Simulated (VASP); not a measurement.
**A vacancy on the Zr site in a supercell of ZrB2**

How easily does a vacancy on the Zr site form in ZrB2? The host is relaxed first, then a supercell is run with and without the defect. The start is a cell from a database of measured crystal structures.

Calculated with VASP 6.6.1; PBEsol; plane waves and PAW (Zr_sv, B), in the first sound run; inputs show where later runs differ.

### Step 1. The host crystal

Symmetry: P6/mmm, No. 191, hexagonal system. The conventional cell has a = 3.170 Å, b = 3.170 Å, c = 3.533 Å, α = 90.00°, β = 90.00°, γ = 120.00°. Zr has 12 B at 2.54 Å nearest. B has 3 B at 1.83 Å and 6 Zr at 2.54 Å nearest. Farther neighbours are not listed.

As a file:

```xyz
3
Lattice="3.1700 0.0000 0.0000 -1.5850 2.7453 0.0000 0.0000 0.0000 3.5330" Properties=species:S:1:pos:R:3 pbc="T T T"
Zr    0.0000    0.0000    0.0000
B     1.5850    0.9151    1.7665
B     0.0000    1.8302    1.7665
```

### Step 2. The host at zero pressure

First cell and atoms are relaxed at a raised cutoff, so that later runs start from this functional's own cell.

Input file INCAR:

```
SYSTEM = ZrB2
PREC = Accurate
ENCUT = 420
EDIFF = 1E-06
NELM = 120
ISMEAR = 0
SIGMA = 0.05
LREAL = .FALSE.
ALGO = Normal
GGA = PS
NBANDS = 15
LASPH = .TRUE.
LORBIT = 11
LWAVE = .FALSE.
LCHARG = .FALSE.
KPAR = 4
IBRION = 2
NSW = 40
ISIF = 3
EDIFFG = -0.02
POTIM = 0.4
```

Input file POSCAR:

```
ZrB2
1.0
    3.1700000000      0.0000000000      0.0000000000
   -1.5850000000      2.7453005300      0.0000000000
    0.0000000000      0.0000000000      3.5330000000
Zr B
1 2
Direct
    0.0000000000      0.0000000000      0.0000000000
    0.6666666667      0.3333333333      0.5000000000
    0.3333333333      0.6666666667      0.5000000000
```

Input file KPOINTS:

```
Automatic mesh
0
Gamma
7 7 5
0 0 0
```

Potentials, in the order of the species: Zr_sv and B (PBE family, release 64).

On the command line:

```
> mpirun -np 4 vasp_std
```

The log of the run:

```text
[banner, memory and clock lines left out]
running    4 mpi-ranks, on    1 nodes
 distrk:  each k-point on    1 cores,    4 groups
 distr:  one band on    1 cores,    1 groups

 POSCAR found type information on POSCAR ZrB
 POSCAR found :  2 types and       3 ions
|                                                                             |
|               ----> ADVICE to this user running VASP <----                  |
|                                                                             |
|     You enforced a specific xc type in the INCAR file but a different       |
|     [... a line on the potential file left out ...]
|     I HOPE YOU KNOW WHAT YOU ARE DOING!                                     |
|                                                                             |

 LDA part: xc-table for (Slater+PW92), standard interpolation
 POSCAR, INCAR and KPOINTS ok, starting setup
 FFT: planning ... GRIDC
 FFT: planning ... GRID_SOFT
 FFT: planning ... GRID
 WAVECAR not read
 entering main loop
       N       E                     dE             d eps       ncg     rms          rms(c)
DAV:   1     0.835760394578E+02    0.83576E+02   -0.84841E+03   720   0.101E+03
DAV:   2    -0.253048944306E+02   -0.10888E+03   -0.10446E+03   902   0.273E+02
DAV:   3    -0.288705974265E+02   -0.35657E+01   -0.35493E+01  1161   0.423E+01
DAV:   4    -0.289211475492E+02   -0.50550E-01   -0.50529E-01   809   0.470E+00
DAV:   5    -0.289219198144E+02   -0.77227E-03   -0.77225E-03  1128   0.451E-01    0.222E+01
DAV:   6    -0.264156113545E+02    0.25063E+01   -0.57778E+00   867   0.167E+01    0.915E+00
DAV:   7    -0.263673958426E+02    0.48216E-01   -0.65924E-01  1049   0.517E+00    0.326E+00
DAV:   8    -0.263666101371E+02    0.78571E-03   -0.88765E-02   840   0.249E+00    0.549E-01
DAV:   9    -0.263634151810E+02    0.31950E-02   -0.18376E-02   906   0.102E+00    0.189E-01
DAV:  10    -0.263630882487E+02    0.32693E-03   -0.14533E-03   848   0.352E-01    0.397E-02
DAV:  11    -0.263630947336E+02   -0.64849E-05   -0.58273E-05   980   0.721E-02    0.146E-02
DAV:  12    -0.263630925642E+02    0.21694E-05   -0.37639E-06   860   0.131E-02    0.444E-03
DAV:  13    -0.263630923675E+02    0.19677E-06   -0.48169E-07   409   0.578E-03
   1 F= -.26363092E+02 E0= -.26361488E+02  d E =-.263631E+02
 curvature:   0.00 expect dE= 0.000E+00 dE for cont linesearch  0.000E+00
 trial: gam= 0.00000 g(F)=  0.208E-50 g(S)=  0.189E-01 ort = 0.000E+00 (trialstep = 0.100E+01)
 search vector abs. value=  0.189E-01
 bond charge predicted
       N       E                     dE             d eps       ncg     rms          rms(c)
DAV:   1    -0.264416577802E+02   -0.78565E-01   -0.24051E+00   847   0.153E+01    0.366E+00
DAV:   2    -0.263707456035E+02    0.70912E-01   -0.18190E-01   813   0.451E+00    0.928E-01
DAV:   3    -0.263626641188E+02    0.80815E-02   -0.56426E-02  1123   0.173E+00    0.384E-01
DAV:   4    -0.263641189827E+02   -0.14549E-02   -0.22085E-03  1043   0.322E-01    0.177E-01
DAV:   5    -0.263651612051E+02   -0.10422E-02   -0.22351E-03  1105   0.275E-01    0.128E-01
DAV:   6    -0.263652957511E+02   -0.13455E-03   -0.90600E-05  1099   0.787E-02    0.394E-02
DAV:   7    -0.263653094282E+02   -0.13677E-04   -0.14880E-05  1046   0.325E-02    0.112E-02
DAV:   8    -0.263653107176E+02   -0.12894E-05   -0.53387E-07   438   0.793E-03    0.528E-03
DAV:   9    -0.263653112886E+02   -0.57100E-06   -0.31050E-07   423   0.601E-03
   2 F= -.26365311E+02 E0= -.26363761E+02  d E =-.221892E-02
[...]
3 F= -.26368497E+02 E0= -.26366924E+02  d E =-.540493E-02
 curvature:  -0.28 expect dE=-0.980E-04 dE for cont linesearch -0.301E-08
 trial: gam= 0.01929 g(F)=  0.133E-49 g(S)=  0.349E-03 ort =-0.142E-04 (trialstep = 0.914E+00)
 search vector abs. value=  0.356E-03
 bond charge predicted
       N       E                     dE             d eps       ncg     rms          rms(c)
DAV:   1    -0.263689632666E+02   -0.46588E-03   -0.18529E-02   727   0.120E+00    0.977E-02
DAV:   2    -0.263687634426E+02    0.19982E-03   -0.36894E-04   839   0.154E-01    0.511E-02
DAV:   3    -0.263687003326E+02    0.63110E-04   -0.14450E-04   846   0.976E-02    0.142E-02
DAV:   4    -0.263686999663E+02    0.36634E-06   -0.52281E-06   797   0.185E-02
   4 F= -.26368700E+02 E0= -.26367156E+02  d E =-.202667E-03
 trial-energy change:   -0.000203  1 .order   -0.000209   -0.000319   -0.000099
 step:   1.4977(harm=  1.3269)  dis= 0.00000  next Energy=   -26.368730 (dE=-0.233E-03)
 reached required accuracy - stopping structural energy minimisation
```

Wall time 13 s (4 MPI ranks of Intel Xeon Platinum 8375C at 2.90GHz (Ice Lake), shared host); peak memory 0.52 GiB; 48 s of CPU time.

Lines that name or quote the potential files are left out of all logs, and their timing lines are given in words.

Parts of OUTCAR (step 2):

```text
ion  position               nearest neighbor table
   1  0.000  0.000  0.000-   2 2.54   3 2.54   2 2.54   3 2.54   2 2.54   2 2.54   3 2.54   3 2.54
                             2 2.54   2 2.54   3 2.54   3 2.54
   2  0.667  0.333  0.500-   3 1.83   3 1.83   3 1.83   1 2.54   1 2.54   1 2.54   1 2.54   1 2.54
                             1 2.54
   3  0.333  0.667  0.500-   2 1.83   2 1.83   2 1.83   1 2.54   1 2.54   1 2.54   1 2.54   1 2.54
                             1 2.54

  LATTYP: Found a hexagonal cell.
 ALAT       =     3.1700000000
 C/A-ratio  =     1.1145110410

 Subroutine GETGRP returns: Found 24 space group operations
 (whereof 24 operations were pure point group operations)

The static configuration has the point symmetry D_6h.

 Found     24 irreducible k-points:

   k-points           NKPTS =     24   k-points in BZ     NKDIM =     24   number of bands    NBANDS=     15

   dimension x,y,z NGX =    24 NGY =   24 NGZ =   24
   dimension x,y,z NGXF=    48 NGYF=   48 NGZF=   48

   ENCUT  =  420.0 eV  30.87 Ry    5.56 a.u.   5.30  5.30  5.90*2*pi/ulx,y,z

   NELECT =      18.0000    total number of electrons

 k-points in reciprocal lattice and weights: Automatic mesh
   0.00000000  0.00000000  0.00000000       0.004
   0.14285714  0.00000000  0.00000000       0.024
   0.28571429  0.00000000  0.00000000       0.024
   0.42857143  0.00000000  0.00000000       0.024
   0.14285714  0.14285714  0.00000000       0.024
   0.28571429  0.14285714  0.00000000       0.049
   0.42857143  0.14285714  0.00000000       0.024
   0.28571429  0.28571429  0.00000000       0.024
   0.00000000  0.00000000  0.20000000       0.008
[...]
0.42857143  0.14285714  0.40000000       0.049
   0.28571429  0.28571429  0.40000000       0.049

 average (electrostatic) potential at core
       1 -72.3415       2 -21.9366       3 -21.9366

 E-fermi :  10.2515

 k-point     1 :       0.0000    0.0000    0.0000
  band No.  band energies     occupation
    ...
      5      -2.1704      2.00000
      6       7.9136      2.00000
      7       7.9136      2.00000
      8       7.9551      2.00000
      9       8.3092      2.00000
     10      14.0572      0.00000
     11      14.0572      0.00000
     12      14.9083      0.00000
     13      14.9083      0.00000
     14      15.5461      0.00000
    ...

 k-point     2 :       0.1429    0.0000    0.0000
  band No.  band energies     occupation
    ...
      5      -1.7627      2.00000
      6       6.8592      2.00000
      7       7.8823      2.00000
      8       7.9184      2.00000
      9       8.3025      2.00000
     10      13.3120      0.00000
     11      13.8128      0.00000
     12      14.0488      0.00000
     13      14.5726      0.00000
     14      16.7608      0.00000
    ...

 k-point     3 :       0.2857    0.0000    0.0000
  band No.  band energies     occupation
    ...
      5      -0.6620      2.00000
      6       4.8801      2.00000
      7       7.1644      2.00000
      8       7.7759      2.00000
      9       8.4663      2.00000
     10      12.9968      0.00000
     11      13.3266      0.00000
     12      14.0112      0.00000
     13      14.3321      0.00000
     14      17.0849      0.00000
    ...

  Total        0.0272412      0.0272412     -0.0346382      0.0000000      0.0000000      0.0000000
  in kB        1.4410963      1.4410963     -1.8324067      0.0000000      0.0000000      0.0000000
  external PRESSURE =       0.3499287 kB  Pullay stress =       0.0000000 kB

  energy-cutoff  :      420.00
  volume of cell :       30.29
      direct lattice vectors                 reciprocal lattice vectors
     3.158482368  0.000000000 -0.000000000     0.316607751  0.182793570 -0.000000000
    -1.579241184  2.735325968  0.000000000    -0.000000000  0.365587141 -0.000000000
     0.000000000  0.000000000  3.505554554     0.000000000 -0.000000000  0.285261571

 POSITION                                       TOTAL-FORCE (eV/Angst)
 -----------------------------------------------------------------------------------
      3.15848      0.00000     -0.00000        -0.000000      0.000000      0.000000
      1.57924      0.91178      1.75278         0.000000      0.000000      0.000000
     -0.00000      1.82355      1.75278        -0.000000     -0.000000      0.000000
 -----------------------------------------------------------------------------------
    total drift:                                0.000000      0.000000     -0.000000

  FREE ENERGIE OF THE ION-ELECTRON SYSTEM (eV)
  ---------------------------------------------------
  free  energy   TOTEN  =       -26.3686999663 eV

  energy  without entropy=      -26.3656113775  energy(sigma->0) =      -26.36715567

 reached required accuracy - stopping structural energy minimisation

 total charge
# of ion       s       p       d       tot
------------------------------------------
    1        2.173   6.032   1.805  10.010
    2        0.665   1.246   0.000   1.911
    3        0.665   1.246   0.000   1.911
--------------------------------------------------
tot          3.503   8.524   1.805  13.832

[... 3 further parts left out ...]
```

The k-mesh is coarse for a metal. The PAW data sets were made with PBE, which is usual practice but a small mismatch for other functionals. The run keeps the 24 symmetry operations of its start, so it cannot find a distortion of lower symmetry.

Relaxation path:

| step | energy less that of the first step (eV) | largest force (eV/Å) | pressure (GPa) | volume (Å³) |
| --- | --- | --- | --- | --- |
| 1 | 0.0000 | 0.0000 | -3.59 | 30.75 |
| 2 | -0.0022 | 0.0000 | 3.03 | 29.94 |
| 3 | -0.0054 | 0.0000 | 0.08 | 30.28 |
| 4 | -0.0056 | 0.0000 | 0.04 | 30.29 |

| conventional cell, symmetrised | before | after | change |
| --- | --- | --- | --- |
| a (Å) | 3.170 | 3.158 | -0.4 % |
| b (Å) | 3.170 | 3.158 | -0.4 % |
| c (Å) | 3.533 | 3.506 | -0.8 % |
| volume (Å³/atom) | 10.25 | 10.10 | -1.5 % |

The relaxed structure:

```xyz
3
Lattice="3.1585 0.0000 0.0000 -1.5792 2.7353 0.0000 0.0000 0.0000 3.5056" Properties=species:S:1:pos:R:3 pbc="T T T"
Zr    0.0000    0.0000    0.0000
B     1.5792    0.9118    1.7528
B     0.0000    1.8236    1.7528
```

Numbers from this step:

```yaml
electronic_cycles: 34
electrons: 18
free_energy_toten: -26.37 eV
energy_at_zero_smearing: -26.37 eV
fermi_energy: 10.25 eV
labelled_metallic_from_the_levels_on_this_mesh: yes
```

The run ended after 4 ionic steps, 0.006 eV below its first step, once forces and stress met EDIFFG = -0.02.

[end of part 1 of 6]

[Lines on the potential files, build, host, timing and source positions are cut from VASP's logs without a mark.]

[Logs are printed without paths, hosts, clocks, repeated set-up lines and the standing remarks that a program may print on its own settings, such as how far it seeks lower states.]

[Hosts, paths, dates, database ids (printed as entryN), source tags and the programs' standing remarks are cut or masked in the printed files.]

[In band tables of VASP the shares of atoms and orbitals are scaled to a sum of 1 inside the atoms' spheres.]

[Runs that stopped without an error message from VASP are left out.]
